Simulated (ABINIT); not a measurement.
# Al2Cu (P4/mmm) in ABINIT: band structure with PBEsol

Aim: the band structure of Al2Cu with PBEsol.

All numbers are computed with ABINIT 10.8.3 (patched build); they aren't measurements. Logs are shortened: lines on timing, memory, paths and dates and some standing lists are left out, and cuts for length are marked. The log counts tension as positive stress, the text compression.

## 1. The crystal as given

The structure is tetragonal, space group P4/mmm (No. 123). The conventional cell has a = 4.105 Å, b = 4.105 Å, c = 2.891 Å, α = 90.00°, β = 90.00°, γ = 90.00°. Around Cu (site symmetry 4/mmm) lie 8 Al at 2.51 Å. Al (site symmetry mmm) has 4 Cu at 2.51 Å as nearest neighbours.

The cell comes from a database or a generator and needn't be the stable form of this composition.

## 2. Band structure, PBEsol

run.abi reads:

```
# Datasets: ground state, then fixed potential
ndtset 2

# Pseudopotentials
pp_dirpath "./"
pseudos "Cu.upf, Al.upf"

# Structure
acell 4.105182 4.105182 2.891313 Angstrom
rprim
     1.0000000000     0.0000000000     0.0000000000
     0.0000000000     1.0000000000     0.0000000000
     0.0000000000     0.0000000000     1.0000000000
ntypat 2
znucl 29 13
natom 3
typat 1 2 2
xcart
     0.0000000000     0.0000000000     0.0000000000
     0.0000000000     3.8788348359     2.7318948553
     3.8788348359     0.0000000000     2.7318948553

# Plane-wave basis
ecut 46.0

# Exchange and correlation
ixc -116133

# Bands and occupations
occopt 3
tsmear 0.05 eV

# SCF cycle
nstep 100

# Output
iomode 3
prtwf 0
prteig 0
prtebands 0
enunit 1
prtden1 1

# Dataset 1
kptopt1 1
ngkpt1 7 7 9
nshiftk1 1
shiftk1 0.0 0.0 0.0
nband1 17
tolvrs1 1.0e-10

# Dataset 2: bands along G-X-M-G-Z-R-A-Z
iscf2 -2
getden2 1
nband2 23
nbdbuf2 4
tolwfr2 1.0e-11
kptopt2 -7
ndivsm2 8
prteig2 1
prtvol2 -3
kptbounds2
     0.0000000000     0.0000000000     0.0000000000
     0.0000000000     0.5000000000     0.0000000000
     0.5000000000     0.5000000000     0.0000000000
     0.0000000000     0.0000000000     0.0000000000
     0.0000000000     0.0000000000     0.5000000000
     0.0000000000     0.5000000000     0.5000000000
     0.5000000000     0.5000000000     0.5000000000
     0.0000000000     0.0000000000     0.5000000000
```

Potentials or basis: PseudoDojo NC SR PBEsol v0.4.1 standard.

Launch:

```sh
$ abinit run.abi > log 2>&1
```

run.abo:

```text
.Version 10.8.3 of ABINIT
 DATASET    1 : space group P4/m m m (#123); Bravais tP (primitive tetrag.)
================================================================================
 Values of the parameters that define the memory need for DATASET  1.
     intxc =       0    ionmov =       0      iscf =       7    lmnmax =       6
     lnmax =       6     mgfft =      48  mpssoang =       3    mqgrid =    3001
     natom =       3  nloc_mem =       1    nspden =       1   nspinor =       1
    nsppol =       1      nsym =      16    n1xccc =    2501    ntypat =       2
    occopt =       3   xclevel =       2
       mpw =        4923          nfft =       82944          nkpt =          50
================================================================================
================================================================================

 DATASET    2 : space group P4/m m m (#123); Bravais tP (primitive tetrag.)
================================================================================
 Values of the parameters that define the memory need for DATASET  2.
     intxc =       0    ionmov =       0      iscf =      -2    lmnmax =       6
     lnmax =       6     mgfft =      48  mpssoang =       3    mqgrid =    3001
     natom =       3  nloc_mem =       1    nspden =       1   nspinor =       1
    nsppol =       1      nsym =      16    n1xccc =    2501    ntypat =       2
    occopt =       3   xclevel =       2
       mpw =        4949          nfft =       82944          nkpt =          66
================================================================================
================================================================================

--------------------------------------------------------------------------------
------------- Echo of variables that govern the present computation ------------
--------------------------------------------------------------------------------
 -outvars: echo values of preprocessed input variables --------
            acell      7.7576696770E+00  7.7576696770E+00  5.4637897143E+00 Bohr
              amu      6.35460000E+01  2.69815390E+01
             ecut      4.60000000E+01 Hartree
           enunit           1
           getden1          0
           getden2          1
             iscf1          7
             iscf2         -2
              ixc     -116133
           jdtset        1    2
           kptopt1          1
           kptopt2         -7
         kptrlatt        7    0    0      0    7    0      0    0    9
          kptrlen1     4.91741074E+01
          kptrlen2     3.00000000E+01
            natom           3
            nband1         17
            nband2         23
           nbdbuf1          0
           nbdbuf2          4
           ndtset           2
           ndivsm1          0
           ndivsm2          8
            ngfft          48      48      36
             nkpt1         50
             nkpt2         66
            nstep         100
             nsym          16
           ntypat           2
           occopt           3
        prtebands           0
           prteig1          0
           prteig2          1
           prtvol1          0
           prtvol2         -3
            prtwf           0
           shiftk1     0.00000000E+00  0.00000000E+00  0.00000000E+00
           shiftk2     5.00000000E-01  5.00000000E-01  5.00000000E-01
          spgroup         123
           tolvrs1     1.00000000E-10
           tolvrs2     0.00000000E+00
           tolwfr1     0.00000000E+00
           tolwfr2     1.00000000E-11
           tsmear      1.83746611E-03 Hartree
            typat      1  2  2
           xangst      0.0000000000E+00  0.0000000000E+00  0.0000000000E+00
                       0.0000000000E+00  2.0525910000E+00  1.4456565000E+00
                       2.0525910000E+00  0.0000000000E+00  1.4456565000E+00
            xcart      0.0000000000E+00  0.0000000000E+00  0.0000000000E+00
[... 213 lines left out ...]
  9.7384E-02  1.2251E-01  1.2908E-01  1.2908E-01  1.8682E-01  1.8682E-01
  2.7368E-01  3.0629E-01  4.9198E-01  5.0029E-01  5.0029E-01  5.3480E-01
  5.3757E-01  7.2755E-01  7.3127E-01  8.0648E-01  8.0650E-01
 Non-SCF case, kpt    2 (  0.00000  0.06250  0.00000), residuals and eigenvalues=
  9.35E-12  3.28E-12  4.34E-12  4.64E-12  2.03E-12  8.89E-12  8.25E-12  5.50E-12
  4.69E-12  2.07E-12  5.04E-12  3.86E-12  2.51E-12  5.94E-12  3.42E-12  8.07E-12
  9.30E-12  7.83E-12  8.46E-12  2.15E-08  3.96E-08  3.46E-05  1.16E-03
 -3.9043E+00 -2.3447E+00 -2.3447E+00 -2.3440E+00 -1.1192E-01  7.7006E-02
  9.7056E-02  1.2210E-01  1.2903E-01  1.2909E-01  1.7720E-01  1.8822E-01
[... 500 lines left out ...]
  2.86E-12  2.31E-12  3.01E-12  2.87E-12  3.75E-12  6.12E-12  3.69E-12  7.55E-12
  6.84E-12  6.43E-12  5.97E-12  2.10E-11  1.48E-06  8.57E-05  3.22E-05
 -3.9043E+00 -2.3446E+00 -2.3446E+00 -2.3445E+00  3.4629E-02  5.2909E-02
  9.1810E-02  9.2641E-02  1.0236E-01  1.2919E-01  1.6761E-01  3.4370E-01
  3.5046E-01  3.5900E-01  3.7044E-01  4.0154E-01  4.0843E-01  4.1955E-01
  5.4775E-01  5.7321E-01  6.4327E-01  6.5516E-01  6.5866E-01
 Non-SCF case, kpt   66 (  0.00000  0.00000  0.50000), residuals and eigenvalues=
  2.32E-12  5.27E-12  3.33E-12  5.33E-12  3.16E-12  5.45E-12  7.59E-12  3.06E-12
  7.11E-12  5.32E-12  8.76E-12  3.58E-12  4.85E-12  7.10E-12  4.90E-12  7.03E-12
  5.34E-12  5.73E-12  9.58E-12  4.20E-10  2.02E-10  6.95E-05  2.43E-10
 -3.9043E+00 -2.3446E+00 -2.3446E+00 -2.3445E+00  3.3805E-02  5.1746E-02
  9.2209E-02  9.2209E-02  1.0215E-01  1.2932E-01  1.6761E-01  3.6854E-01
  3.6854E-01  3.6864E-01  3.7448E-01  3.7448E-01  3.8827E-01  4.0749E-01
  5.4114E-01  5.9033E-01  6.4238E-01  6.4241E-01  6.7912E-01

--- !ResultsGS
iteration_state: {dtset: 2, }
comment   : Summary of ground state results
lattice_vectors:
- [  7.7576697,   0.0000000,   0.0000000, ]
- [  0.0000000,   7.7576697,   0.0000000, ]
- [  0.0000000,   0.0000000,   5.4637897, ]
lattice_lengths: [   7.75767,    7.75767,    5.46379, ]
lattice_angles: [ 90.000,  90.000,  90.000, ] # degrees, (23, 13, 12)
lattice_volume:   3.2881873E+02
convergence: {deltae:  0.000E+00, res2:  0.000E+00, residm:  9.999E-12, diffor:  0.000E+00, }
etotal    :  -1.94101961E+02
entropy   :   0.00000000E+00
fermie    :   2.75533428E-01
cartesian_stress_tensor: null
pressure_GPa: null
xred      :
- [  0.0000E+00,   0.0000E+00,   0.0000E+00, Cu]
- [  0.0000E+00,   5.0000E-01,   5.0000E-01, Al]
- [  5.0000E-01,   0.0000E+00,   5.0000E-01, Al]
cartesian_forces: null
force_length_stats: {min: null, max: null, mean: null, }
...

 Integrated electronic density in atomic spheres:
 ------------------------------------------------
 Atom  Sphere_radius  Integrated_density
    1        2.00000         17.40346577
    2        2.00000          0.87830923
    3        2.00000          0.87830923
================================================================================

 ----iterations are completed or convergence reached----

 Mean square residual over all n,k,spin=   51.211E-13; max=  99.994E-13
 reduced coordinates (array xred) for    3 atoms
       0.000000000000      0.000000000000      0.000000000000
       0.000000000000      0.500000000000      0.500000000000
       0.500000000000      0.000000000000      0.500000000000

 cartesian coordinates (angstrom) at end:
    1      0.00000000000000     0.00000000000000     0.00000000000000
    2      0.00000000000000     2.05259100000000     1.44565650000000
    3      2.05259100000000     0.00000000000000     1.44565650000000
 length scales=  7.757669677006  7.757669677006  5.463789714277 bohr
              =  4.105182000000  4.105182000000  2.891313000000 angstroms
 Eigenvalues (   eV  ) for nkpt=  66  k points:
 kpt#   1, nband= 23, wtk=  1.00000, kpt=  0.0000  0.0000  0.0000 (reduced coord)
-106.24266  -63.80175  -63.80175  -63.78318   -3.07853    2.11374    2.64995    3.33362
   3.51251    3.51251    5.08364    5.08364    7.44713    8.33448   13.38755   13.61360
  13.61360   14.55266   14.62791   19.79762   19.89876   21.94556   21.94607
 kpt#   2, nband= 23, wtk=  1.00000, kpt=  0.0000  0.0625  0.0000 (reduced coord)
-106.24266  -63.80175  -63.80175  -63.78318   -3.04563    2.09543    2.64104    3.32250
   3.51118    3.51270    4.82178    5.12185    7.60994    8.54766   13.03611   13.29626
  13.42016   14.88848   15.19299   19.67221   20.03217   21.93805   22.17651
 kpt#   3, nband= 23, wtk=  1.00000, kpt=  0.0000  0.1250  0.0000 (reduced coord)
-106.24266  -63.80176  -63.80175  -63.78318   -2.94745    2.02119    2.61539    3.29253
   3.50742    3.51325    4.29844    5.23228    7.81725    9.22281   12.21386   12.70748
  13.51704   15.31881   16.20430   19.32432   20.41622   21.82604   21.96282
 kpt#   4, nband= 23, wtk=  1.00000, kpt=  0.0000  0.1875  0.0000 (reduced coord)
-106.24266  -63.80178  -63.80175  -63.78318   -2.78566    1.83085    2.58273    3.25161
   3.50182    3.51408    3.81839    5.40421    7.97543   10.19126   11.42808   12.07784
  13.67511   15.72529   17.30704   18.82917   20.90646   21.21595   22.07248
 kpt#   5, nband= 23, wtk=  1.00000, kpt=  0.0000  0.2500  0.0000 (reduced coord)
[... 233 lines left out ...]
   2.83370    3.48644    4.56204    8.01821    8.32457    8.90644    9.42147   12.66254
  12.72387   12.81987   13.88014   15.46987   16.31277   17.69910   18.85762
 kpt#  64, nband= 23, wtk=  1.00000, kpt=  0.0909  0.0909  0.5000 (reduced coord)
-106.24194  -63.80074  -63.80074  -63.79595    1.00803    1.53411    2.46647    2.55712
   2.80342    3.50451    4.56077    8.65776    8.90675    9.32868    9.79589   11.79487
  11.90508   12.06116   14.73156   15.38136   16.85088   17.57733   18.40490
 kpt#  65, nband= 23, wtk=  1.00000, kpt=  0.0455  0.0455  0.5000 (reduced coord)
-106.24194  -63.80074  -63.80074  -63.79595    0.94230    1.43972    2.49827    2.52088
   2.78548    3.51543    4.56080    9.35261    9.53663    9.76887   10.08019   10.92647
  11.11391   11.41651   14.90503   15.59784   17.50439   17.82776   17.92316
 kpt#  66, nband= 23, wtk=  1.00000, kpt=  0.0000  0.0000  0.5000 (reduced coord)
-106.24194  -63.80073  -63.80073  -63.79595    0.91987    1.40808    2.50913    2.50913
   2.77954    3.51908    4.56094   10.02845   10.02845   10.03119   10.19006   10.19006
  10.56547   11.08837   14.72503   16.06368   17.48011   17.48098   18.47984

== END DATASET(S) ==============================================================
================================================================================

 -outvars: echo values of variables after computation  --------
            acell      7.7576696770E+00  7.7576696770E+00  5.4637897143E+00 Bohr
           etotal1    -1.9410196076E+02
            fcart1    -0.0000000000E+00 -0.0000000000E+00 -0.0000000000E+00
                      -0.0000000000E+00 -0.0000000000E+00 -0.0000000000E+00
                      -0.0000000000E+00 -0.0000000000E+00 -0.0000000000E+00
           strten1     7.1414217579E-05  7.1414217579E-05  1.1472799698E-04
                       0.0000000000E+00  0.0000000000E+00  0.0000000000E+00
           xangst      0.0000000000E+00  0.0000000000E+00  0.0000000000E+00
                       0.0000000000E+00  2.0525910000E+00  1.4456565000E+00
                       2.0525910000E+00  0.0000000000E+00  1.4456565000E+00
             xred      0.0000000000E+00  0.0000000000E+00  0.0000000000E+00
                       0.0000000000E+00  5.0000000000E-01  5.0000000000E-01
                       5.0000000000E-01  0.0000000000E+00  5.0000000000E-01
 Calculation completed.
```

Wall time 3.7 min (1 thread of Intel Xeon 6975P-C (Granite Rapids), shared host); peak memory 0.17 GiB.

Results:

```
Free energy                                           : -5281.7834 eV
Pressure                                              : -2.5 GPa
Band gap on the k mesh                                : none (metal or under the smearing width)
Valence electrons inside the program's atomic spheres : Cu 17.40; Al 0.88
```

Stress tensor (GPa, compression positive):
```
-2.10  0.00  0.00
 0.00 -2.10  0.00
 0.00  0.00 -3.38
```

Levels at the corners of the path, in eV from the Fermi level:
```tsv
point	band 10	band 11	band 12	band 13	band 14	band 15	band 16	band 17
Γ	-3.99	-2.41	-2.41	-0.05	0.84	5.89	6.12	6.12
X	-4.02	-3.98	-1.11	1.57	1.71	1.90	7.27	8.33
M	-4.14	-4.01	-4.01	-2.37	8.53	8.53	9.19	9.86
Γ	-3.99	-2.41	-2.41	-0.05	0.84	5.89	6.12	6.12
Z	-3.98	-2.94	2.53	2.53	2.53	2.69	2.69	3.07
R	-4.06	-3.09	-2.46	-1.67	3.62	3.92	4.37	4.88
A	-3.54	-2.29	-2.29	-0.96	-0.92	-0.05	-0.05	2.39
Z	-3.98	-2.94	2.53	2.53	2.53	2.69	2.69	3.07
```
